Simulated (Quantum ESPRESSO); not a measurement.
Ti:

```
CELL_PARAMETERS angstrom
-1.64100 1.64100 1.64100
1.64100 -1.64100 1.64100
1.64100 1.64100 -1.64100
ATOMIC_POSITIONS crystal
Ti 0.00000 0.00000 0.00000
```

This isn't the form of Ti at room conditions, which is hcp.

| Quantity | Value |
| --- | --- |
| Program | Quantum ESPRESSO 7.5 |
| Task | Wannier functions |
| Functional | PBEsol |
| Potentials or basis | PseudoDojo 0.4.1 SR PBEsol standard |
| Cutoff | 1143 eV |
| Density cutoff | 4572 eV |
| k mesh | 9 × 9 × 9 |
| Occupations | fermi-dirac, width 0.05 eV |
| Spin | no spin polarisation |
| Mixing beta | 0.5 |
| Most SCF iterations | 120 |
| SCF threshold | 2e-10 Ry |
| k mesh for the Wannier functions | 7 × 7 × 7 |

Start: SCDM with an erfc weight, μ = 4.0 eV over the reference level, σ = 1.0 eV, one function for each orbital of the shells Ti spd; the lowest 4 bands are left out. The reference level is the Fermi level, or the middle of the gap.

**Question.** With SCDM with an erfc weight, how many functions result, how localised are they, and how well do they interpolate the bands?

**Answer.** 9 functions with spreads from 0.80 to 4.21 Å², 20.2 Å² in all; they miss the direct bands by 77 meV (root mean square).

Wannier functions:
```
function  nearest atom  distance (Å)  spread (Å²)  on-site energy from the reference level (eV)
       1          1 Ti          0.01         0.97                                          2.98
       2          1 Ti          0.01         0.80                                          2.71
       3          1 Ti          0.01         0.83                                          2.80
       4          1 Ti          0.02         0.85                                          2.82
       5          1 Ti          0.02         0.82                                          2.85
       6          1 Ti          1.47         4.04                                          8.31
       7          1 Ti          1.53         3.95                                          8.05
       8          1 Ti          1.60         4.21                                          8.68
       9          1 Ti          1.66         3.77                                          7.69
```

Parts of the spread (Å²): invariant 12.10, diagonal 1.468, off-diagonal 6.66, total 20.22. Against the direct bands the interpolation misses by 77 meV (root mean square) and 265 meV at most, for states up to 1 eV over the reference level.
